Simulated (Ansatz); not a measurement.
**SnS$_{2}$: relaxed-ion elastic tensor**

Method: DFT PBE, scalar-relativistic, plane waves, PAW in Ansatz 0.2.0. Settings: 420 eV plane-wave cutoff, Γ-centred 12×12×4 mesh, fixed occupations. No spin polarisation.

Relaxed structure:
```yaml
crystal:
  lattice:
    - [3.70234, 0.00000, 0.00000]
    - [-1.85117, 3.20632, 0.00000]
    - [0.00000, 0.00000, 6.98148]
  atoms:
    - { symbol: Sn, position: [0.00000, 0.00000, 0.00000] }
    - { symbol: S, position: [0.66667, 0.33333, 0.21173] }
    - { symbol: S, position: [0.33333, 0.66667, 0.78827] }
```

It was relaxed at this level from a measured cell (COD). Spin–orbit coupling is left out, which matters for heavy elements. No dispersion correction is applied, so modes and constants that involve weak contacts between layers, chains or molecules come out too soft.

**Question.** Give the relaxed-ion elastic constants (GPa, Voigt order xx yy zz yz xz xy, on the Cartesian axes of the cell above).

**Answer.**
C11 = 99.1, C12 = 24.3, C13 = 0.8, C22 = 99.1, C23 = 0.8, C33 = 1.8, C44 = 0.5, C55 = 0.5, C66 = 37.4 GPa; the others vanish.

**Question.** Is the crystal stable against homogeneous strain?

**Answer.** Yes: the least eigenvalue of the tensor is 0.5 GPa.

**Question.** And the moduli of a polycrystal (Hill averages)?

**Answer.** B = 15 GPa, G = 10 GPa, E = 25 GPa, ν = 0.22.
